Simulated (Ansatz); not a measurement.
## Cs2SnI6 — experiment and calculation at the nuclei

**What was measured.**

“Changes in charge density vs changes in formal oxidation states: The case of Sn halide perovskites and their ordered vacancy analogues”, 2017, arxiv:1705.01565 reports, for a powder: isomer shift of ¹¹⁹Sn 1.32 mm/s against SnO₂. On the isomer shift of ¹¹⁹Sn: shift relative to SnO2 at room temperature; sample temperature not stated.

Cell of run 1: a structure deposited in the COD (the entry's cell lengths or inner coordinates differ somewhat from later room-temperature determinations), atoms as given.

Space group Fm-3m (No. 225); a = 11.6300 Å.

| site | Wyckoff | site symmetry | x | y | z |
| --- | --- | --- | --- | --- | --- |
| Cs | 8c | -43m | 0.2500 | 0.2500 | 0.2500 |
| Sn | 4a | m-3m | 0.0000 | 0.0000 | 0.0000 |
| I | 24e | 4m.m | 0.2450 | 0.5000 | 0.5000 |

One atom of each set is listed; the run and its k-mesh use a cell of 9 atoms with edges of 8.22, 8.22, 8.22 Å.

All runs are DFT with Ansatz 0.2.0 (plane waves and PAW, scalar-relativistic unless spin–orbit coupling is named, Γ-centred meshes, Fermi–Dirac smearing) in this cell.

Run 1: PBE, atoms as given; 420 eV, 5×5×5 k-points, smearing 0.02 eV.
Run 2: PBE, atoms relaxed; 420 eV, 5×5×5 k-points, smearing 0.02 eV.
Run 3: r2SCAN, at the relaxed atoms; 500 eV, 5×5×5 k-points, smearing 0.02 eV.

Relaxed positions (PBE, cell held):

Cs (0.2500, 0.2500, 0.2500)
Sn (0.0000, 0.0000, 0.0000)
I (0.2488, 0.5000, 0.5000)

Isomer shifts come from the density at the nucleus and a line fitted to measured compounds for each functional, which can include this one (rms miss 0.12 mm/s for PBE, 0.14 mm/s for r2SCAN).

Q: What do the runs give for these quantities, and how close do they come?

A: 

| quantity | unit | measured | run 1 | run 2 | run 3 |
| --- | --- | --- | --- | --- | --- |
| isomer shift of ¹¹⁹Sn | mm/s | 1.32 | 1.37 | 1.50 | 1.47 |

For the isomer shift of ¹¹⁹Sn, the closest is run 1 (+0.05 mm/s), the farthest run 2 (+0.18 mm/s).

The runs hold the atoms at rest, while the measurements include thermal motion.

In run 2 there is no gap above 0.1 eV, so the gradients can move by 10 % or more with the k-mesh. In run 1 the atoms aren't at the calculated equilibrium (largest force 0.31 eV/Å).
